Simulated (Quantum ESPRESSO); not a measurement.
# PbTe: changing the choice of potentials or basis

Symmetry: Fm-3m, No. 225, cubic system. Conventional cell: a = 6.462 Å, b = 6.462 Å, c = 6.462 Å, α = 90.00°, β = 90.00°, γ = 90.00°. Pb (site symmetry m-3m) has 6 Te at 3.23 Å as nearest neighbours. Te (site symmetry m-3m) is surrounded by 6 Pb at 3.23 Å.

Kept alike: task band structure; functional PBE; k mesh 7 × 7 × 7; occupations fermi-dirac, width 0.05 eV; no spin polarisation. Program: Quantum ESPRESSO. Cutoffs run from 952 to 1225 eV. The mesh is that of the run's cell of 2 atoms. No spin-orbit coupling.

```csv
choice of potentials or basis,band gap (eV),pressure (GPa)
PseudoDojo 0.4 SR PBE stringent,0.739,1.28
PseudoDojo 0.4.1 SR PBE standard,0.737,2.12
SG15 PBE 1.2,0.732,2.13
SPMS 1.0 PBE,0.742,2.06
```

Pressure is positive in compression; the values hold the error of the finite cutoff, so their zero can differ a little from the energy's minimum. Spin-orbit coupling, left out here, moves the band edges of heavy atoms and can close or invert small gaps. Runs of this series that gave no sound value for these columns are left out. Gaps are the smaller of the mesh's and the band path's.

The band gap runs from 0.732 (SG15 PBE 1.2) to 0.742 eV (SPMS 1.0 PBE). The pressure runs from 1.28 (PseudoDojo 0.4 SR PBE stringent) to 2.13 GPa (SG15 PBE 1.2).

The band gap of PbTe is practically independent of the potential at this fixed geometry, so the four sets describe the band-edge states almost equivalently. In rock-salt PbTe these states lie at L: the valence edge is mainly Te 5p, pushed up by antibonding admixture of Pb 6s, and the conduction edge is largely Pb 6p. All four gaps are well above the measured one, contrary to the usual underestimate by a semilocal functional. The likely cause is the missing spin-orbit lowering of the Pb 6p conduction states, which outweighs the functional's own error.

The pressure is more sensitive. Three sets nearly coincide, while the stringent PseudoDojo set gives a clearly lower value without a matching shift in the gap, which may reflect either its harder potentials or incomplete basis convergence. The positive sign throughout suggests that PBE favours a somewhat larger cell, in line with its usual underbinding. Agreement between the potentials supports the reproducibility of the scalar-relativistic gap, not its accuracy.
